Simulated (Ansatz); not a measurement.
Crystal: Zn.

```
CELL_PARAMETERS angstrom
0.00000 1.96478 1.96478
1.96478 0.00000 1.96478
1.96478 1.96478 0.00000
ATOMIC_POSITIONS crystal
Zn 0.00000 0.00000 0.00000
```

This isn't the form of Zn at room conditions, which is hcp.

Base run:

```yaml
Program: Ansatz 0.2.0
Functional: PBE
Potentials_or_basis: Ansatz PAW
Cutoff: "420 eV (not typed: the program's choice for these potentials)"
k_mesh: 12 × 12 × 12
Occupations: fermi-dirac, width 0.05 eV
Spin: no spin polarisation
```

Its results: band gap on the k mesh none (metal or under the smearing width); pressure -0.2 GPa.

**Question.** The run is repeated on the same cell with these changes: functional from PBE to RPBE. What comes out?

**Answer.** Band gap on the k mesh none (metal or under the smearing width); pressure 2.9 GPa.

RPBE binds less tightly than PBE, so the same cell stands under more pressure.

Caveats: the PAW data sets come from PBE, with cores solved anew for the run's functional, which leaves a small shift of forces and pressure (some runs).
